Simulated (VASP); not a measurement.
# VN: the relaxed cell at several levels

Which functional gives the lattice of VN as experiment finds it, and is a dearer one worth its cost? The levels: PBE, LDA and PBE + D3(BJ). The start is a cell from a database of measured crystal structures.

Method: PBE, spin-polarised from a ferromagnetic start (one magnetic atom a cell); plane waves and PAW (V_sv, N), in the first sound run; inputs show where later runs differ, in VASP 6.6.1.

## 1. The starting structure

Before any relaxation, the start is as follows. Symmetry: Fm-3m, No. 225, cubic system. The conventional cell has a = 4.133 Å, b = 4.133 Å, c = 4.133 Å, α = 90.00°, β = 90.00°, γ = 90.00°. V has 6 N at 2.07 Å nearest. N has 6 V at 2.07 Å nearest. Farther neighbours and most contacts between anions are not listed.

## 2. Relaxation with PBE

The start need not lie at this functional's minimum. ISIF = 3 frees volume, shape and positions, and EDIFFG sets the threshold on forces and stress at which the search stops. PBE, the usual starting point, adds the gradient of the density.

Input file INCAR:

```
SYSTEM = VN
PREC = Accurate
ENCUT = 560
EDIFF = 1E-06
NELM = 100
ISMEAR = -1
SIGMA = 0.05
LREAL = .FALSE.
ALGO = Normal
GGA = PE
NBANDS = 16
ISPIN = 2
MAGMOM = 2 0
LMAXMIX = 4
LORBIT = 11
LWAVE = .FALSE.
LCHARG = .FALSE.
KPAR = 2
IBRION = 2
NSW = 60
ISIF = 3
EDIFFG = -0.01
```

Input file POSCAR:

```
VN
1.0
    0.0000000000      2.0664000000      2.0664000000
    2.0664000000      0.0000000000      2.0664000000
    2.0664000000      2.0664000000      0.0000000000
V N
1 1
Direct
    0.5000000000      0.5000000000      0.5000000000
    0.0000000000      0.0000000000      0.0000000000
```

Input file KPOINTS:

```
Automatic mesh
0
Gamma
9 9 9
0 0 0
```

PAW data sets: V_sv and N (PBE family, release 64).

Command:

```bash
mpirun -np 2 vasp_std
```

Log:

```text
[banner, memory and clock lines left out]
running    2 mpi-ranks, on    1 nodes
 distrk:  each k-point on    1 cores,    2 groups
 distr:  one band on    1 cores,    1 groups

 POSCAR found type information on POSCAR V N
 POSCAR found :  2 types and       2 ions
 LDA part: xc-table for (Slater+PW92), standard interpolation
 POSCAR, INCAR and KPOINTS ok, starting setup
 FFT: planning ... GRIDC
 FFT: planning ... GRID_SOFT
 FFT: planning ... GRID
 WAVECAR not read
 entering main loop
       N       E                     dE             d eps       ncg     rms          rms(c)
DAV:   1     0.162895530614E+03    0.16290E+03   -0.11637E+04  2256   0.139E+03
DAV:   2    -0.188799678411E+02   -0.18178E+03   -0.17349E+03  2448   0.391E+02
DAV:   3    -0.240815199416E+02   -0.52016E+01   -0.51579E+01  2424   0.724E+01
DAV:   4    -0.241126983160E+02   -0.31178E-01   -0.31174E-01  2776   0.598E+00
DAV:   5    -0.241129220841E+02   -0.22377E-03   -0.22377E-03  2408   0.491E-01    0.304E+01
DAV:   6    -0.203370071593E+02    0.37759E+01   -0.21534E+01  2824   0.585E+01    0.987E+00
DAV:   7    -0.194672114949E+02    0.86980E+00   -0.65527E+00  2568   0.289E+01    0.966E+00
DAV:   8    -0.193060203283E+02    0.16119E+00   -0.67583E-01  2264   0.105E+01    0.178E+00
DAV:   9    -0.193021862974E+02    0.38340E-02   -0.32506E-02  2304   0.208E+00    0.740E-01
DAV:  10    -0.193009627995E+02    0.12235E-02   -0.52352E-03  2432   0.855E-01    0.300E-01
DAV:  11    -0.193004375758E+02    0.52522E-03   -0.12482E-03  2392   0.439E-01    0.139E-01
DAV:  12    -0.193004051732E+02    0.32403E-04   -0.27416E-04  2280   0.195E-01    0.375E-02
DAV:  13    -0.193004054026E+02   -0.22946E-06   -0.10249E-05  2264   0.328E-02    0.167E-02
DAV:  14    -0.193004061934E+02   -0.79073E-06   -0.61616E-07  1640   0.846E-03
   1 F= -.19300406E+02 E0= -.19291616E+02  d E =-.193004E+02  mag=     0.0545
 curvature:   0.00 expect dE= 0.000E+00 dE for cont linesearch  0.000E+00
 trial: gam= 0.00000 g(F)=  0.961E-60 g(S)=  0.705E-02 ort = 0.000E+00 (trialstep = 0.100E+01)
 search vector abs. value=  0.705E-02
 bond charge predicted
       N       E                     dE             d eps       ncg     rms          rms(c)
DAV:   1    -0.194102699990E+02   -0.10986E+00   -0.21298E+00  2240   0.204E+01    0.422E+00
DAV:   2    -0.193304300375E+02    0.79840E-01   -0.47578E-01  2240   0.938E+00    0.134E+00
DAV:   3    -0.193023458217E+02    0.28084E-01   -0.72141E-02  2800   0.315E+00    0.635E-01
DAV:   4    -0.192986480841E+02    0.36977E-02   -0.15948E-02  2240   0.153E+00    0.291E-01
DAV:   5    -0.192985197664E+02    0.12832E-03   -0.86653E-04  2272   0.393E-01    0.920E-02
DAV:   6    -0.192984716612E+02    0.48105E-04   -0.15671E-04  2408   0.143E-01    0.145E-02
DAV:   7    -0.192984713670E+02    0.29415E-06   -0.40880E-06  2240   0.217E-02
   2 F= -.19298471E+02 E0= -.19289773E+02  d E =0.193483E-02  mag=     0.0317
 trial-energy change:    0.001935  1 .order    0.001821   -0.007045    0.010688
 step:   0.3882(harm=  0.3973)  dis= 0.00000  next Energy=   -19.301767 (dE=-0.136E-02)
 bond charge predicted
       N       E                     dE             d eps       ncg     rms          rms(c)
DAV:   1    -0.193445413211E+02   -0.46070E-01   -0.80993E-01  2240   0.128E+01    0.258E+00
DAV:   2    -0.193175080993E+02    0.27033E-01   -0.20511E-01  2240   0.615E+00    0.923E-01
DAV:   3    -0.193029825587E+02    0.14526E-01   -0.31972E-02  2784   0.214E+00    0.373E-01
DAV:   4    -0.193018226749E+02    0.11599E-02   -0.53815E-03  2248   0.828E-01    0.154E-01
DAV:   5    -0.193017798351E+02    0.42840E-04   -0.29961E-04  2288   0.202E-01    0.464E-02
DAV:   6    -0.193017454655E+02    0.34370E-04   -0.69156E-05  2440   0.888E-02    0.199E-02
DAV:   7    -0.193017462449E+02   -0.77936E-06   -0.62207E-06  2256   0.228E-02
   3 F= -.19301746E+02 E0= -.19292940E+02  d E =-.134005E-02  mag=     0.0348
 curvature:  -0.20 expect dE=-0.298E-06 dE for cont linesearch -0.298E-06
 trial: gam= 0.00000 g(F)=  0.409E-59 g(S)=  0.150E-05 ort =-0.103E-03 (trialstep = 0.878E+00)
 search vector abs. value=  0.150E-05
 reached required accuracy - stopping structural energy minimisation
```

Elapsed: 31 s, on 2 MPI ranks of AMD EPYC 7R43, shared host; peak memory 0.26 GiB; 61 s of CPU time.

The logs omit lines about the potential files and the build; timing stands in the text.

From OUTCAR (step 2):

```text
ion  position               nearest neighbor table
   1  0.500  0.500  0.500-   2 2.07   2 2.07   2 2.07   2 2.07   2 2.07   2 2.07
   2  0.000  0.000  0.000-   1 2.07   1 2.07   1 2.07   1 2.07   1 2.07   1 2.07

  LATTYP: Found a face centered cubic cell.
 ALAT       =     4.1328000000

 Subroutine GETGRP returns: Found 48 space group operations
 (whereof 48 operations were pure point group operations)

The static configuration has the point symmetry O_h .

 Found     35 irreducible k-points:

   k-points           NKPTS =     35   k-points in BZ     NKDIM =     35   number of bands    NBANDS=     16

   dimension x,y,z NGX =    24 NGY =   24 NGZ =   24
   dimension x,y,z NGXF=    48 NGYF=   48 NGZF=   48

   ENCUT  =  560.0 eV  41.16 Ry    6.42 a.u.   5.64  5.64  5.64*2*pi/ulx,y,z

   NELECT =      18.0000    total number of electrons

 k-points in reciprocal lattice and weights: Automatic mesh
   0.00000000  0.00000000  0.00000000       0.001
   0.11111111  0.00000000  0.00000000       0.011
   0.22222222  0.00000000  0.00000000       0.011
   0.33333333  0.00000000  0.00000000       0.011
   0.44444444  0.00000000  0.00000000       0.011
   0.11111111  0.11111111  0.00000000       0.008
   0.22222222  0.11111111  0.00000000       0.033
   0.33333333  0.11111111  0.00000000       0.033
   0.44444444  0.11111111  0.00000000       0.033
[...]
-0.33333333  0.44444444  0.11111111       0.033
  -0.33333333  0.44444444  0.22222222       0.033

 average (electrostatic) potential at core
       1 -69.7327       2 -58.0466

 E-fermi :  11.9076

 spin component 1
 k-point     1 :       0.0000    0.0000    0.0000
  band No.  band energies     occupation
    ...
      9      10.4200      1.00000
     10      10.4200      1.00000
     11      10.4200      1.00000
     12      11.4744      0.99983
     13      11.4744      0.99983
     14      17.9527      0.00000
     15      25.9975      0.00000
     16      31.8356      0.00000

 k-point     2 :       0.1111    0.0000    0.0000
  band No.  band energies     occupation
    ...
      7       8.6657      1.00000
      8       8.6657      1.00000
      9      10.7195      1.00000
     10      10.7195      1.00000
     11      11.1366      1.00000
     12      12.6335      0.00000
     13      12.6335      0.00000
     14      18.5642      0.00000
     15      25.8670      0.00000
     16      31.5130      0.00000

 k-point     3 :       0.2222    0.0000    0.0000
  band No.  band energies     occupation
    ...
      7       7.3697      1.00000
      8       7.3697      1.00000
      9      11.2771      1.00000
     10      11.2771      1.00000
     11      11.7904      0.91243
     12      14.3768      0.00000
     13      14.3768      0.00000
     14      19.6192      0.00000
     15      25.1947      0.00000
     16      30.1783      0.00000

 k-point     4 :       0.3333    0.0000    0.0000
  band No.  band energies     occupation
    ...
      4     -27.1571      1.00000
      5      -4.1456      1.00000
      6       4.4879      1.00000
      7       6.4296      1.00000
      8       6.4296      1.00000
      9      11.9673      0.23251
     10      11.9673      0.23251
     11      12.5327      0.00000
     12      15.8976      0.00000
     13      15.8976      0.00000
    ...

 k-point     5 :       0.4444    0.0000    0.0000
  band No.  band energies     occupation
    ...
      4     -27.1673      1.00000
      5      -3.3963      1.00000
      6       3.2538      1.00000
      7       5.9419      1.00000
      8       5.9419      1.00000
      9      12.4691      0.00001
     10      12.4691      0.00001
     11      13.2797      0.00000
     12      16.8214      0.00000
     13      16.8214      0.00000
    ...

 k-point     6 :       0.1111    0.1111    0.0000
  band No.  band energies     occupation
    ...
      8       8.9253      1.00000
      9      10.0994      1.00000
     10      11.5308      0.99947
     11      11.5308      0.99947
     12      11.5813      0.99854
     13      13.2492      0.00000
     14      18.8526      0.00000
     15      25.9567      0.00000
     16      31.0122      0.00000

  Total        0.0045522      0.0045522      0.0045522      0.0000000     -0.0000000      0.0000000
  in kB        0.4169395      0.4169395      0.4169395      0.0000000     -0.0000000      0.0000000
  external PRESSURE =       0.4169395 kB  Pullay stress =       0.0000000 kB

  energy-cutoff  :      560.00
  volume of cell :       17.49
      direct lattice vectors                 reciprocal lattice vectors
     0.000000000  2.060363069  2.060363069    -0.242675676  0.242675676  0.242675676
     2.060363069 -0.000000000  2.060363069     0.242675676 -0.242675676  0.242675676
     2.060363069  2.060363069  0.000000000     0.242675676  0.242675676 -0.242675676

 POSITION                                       TOTAL-FORCE (eV/Angst)
 -----------------------------------------------------------------------------------
      2.06036      2.06036      2.06036        -0.000000      0.000000      0.000000
      0.00000      0.00000      0.00000         0.000000     -0.000000     -0.000000
 -----------------------------------------------------------------------------------
    total drift:                                0.000000     -0.000000      0.000000

  FREE ENERGIE OF THE ION-ELECTRON SYSTEM (eV)
  ---------------------------------------------------
  free  energy   TOTEN  =       -19.3017462449 eV

  energy  without entropy=      -19.2841343323  energy(sigma->0) =      -19.29294029

 reached required accuracy - stopping structural energy minimisation

 total charge
# of ion       s       p       d       tot
------------------------------------------
    1        2.239   6.278   3.147  11.665
    2        1.244   2.512   0.000   3.756
--------------------------------------------------
tot          3.483   8.790   3.147  15.421

 magnetization (x)
# of ion       s       p       d       tot
------------------------------------------
    1        0.000   0.000   0.032   0.033
    2        0.000  -0.000   0.000  -0.000
--------------------------------------------------
tot          0.000  -0.000   0.032   0.033

[... 6 further parts left out ...]
```

The moments of the start collapse, so the state is non-magnetic; other starts or orders were not tried. The k-mesh is coarse for a metal. LASPH is off, so gradient terms of the non-spherical density inside the spheres are left out; for open d or f shells this can shift gaps and moments. The run keeps the 48 symmetry operations of its start, so it cannot find a distortion of lower symmetry.

Relaxation path:

| step | energy less that of the first step (eV) | largest force (eV/Å) | pressure (GPa) | volume (Å³) |
| --- | --- | --- | --- | --- |
| 1 | 0.0000 | 0.0000 | -2.83 | 17.65 |
| 2 | 0.0019 | 0.0000 | 4.40 | 17.25 |
| 3 | -0.0013 | 0.0000 | 0.04 | 17.49 |

| conventional cell, symmetrised | before | after | change |
| --- | --- | --- | --- |
| a (Å) | 4.133 | 4.121 | -0.3 % |
| b (Å) | 4.133 | 4.121 | -0.3 % |
| c (Å) | 4.133 | 4.121 | -0.3 % |
| volume (Å³/atom) | 8.82 | 8.75 | -0.9 % |

The relaxed structure:

```
V N
1.0
     0.00000    2.06036    2.06036
     2.06036    0.00000    2.06036
     2.06036    2.06036    0.00000
V N
1 1
Direct
  0.50000 0.50000 0.50000
  0.00000 0.00000 0.00000
```

Numbers from this step:

```
electrons                                         : 18
bands                                             : 16
irreducible k-points                              : 35
symmetry operations                               : 48
free energy (TOTEN)                               : -19.30 eV
energy at zero smearing                           : -19.29 eV
Fermi energy                                      : 11.91 eV
pressure                                          : 0.04169 GPa
moment of the cell, from the last line of the log : 0.0348 μB
metallic                                          : yes
SCF cycles over all ionic steps                   : 28
```

Spin moment in the PAW sphere by atom:

| atom | spin moment in the PAW sphere (μB) |
| --- | --- |
| V1 | 0.0330 |
| N2 | 0.0000 |

It ends with forces that vanish by symmetry and a pressure of 0.04 GPa. The volume lies -0.9 % from that of the database's start, which holds the thermal and zero-point expansion of its experiment. The conventional cell has a = 4.121 Å.

(Part 1 of 2 ends here.)

[Lines on the potential files, build, host, timing and source positions are cut from VASP's logs without a mark.]

[Logs are printed without paths, hosts, clocks, repeated set-up lines and the standing remarks that a program may print on its own settings, such as how far it seeks lower states.]

[Hosts, paths, dates, database ids (printed as entryN), source tags and the programs' standing remarks are cut or masked in the printed files.]

[A measured line is paired with the nearest computed mode of its activity, which favours agreement.]

[In band tables of VASP the shares of atoms and orbitals are scaled to a sum of 1 inside the atoms' spheres.]
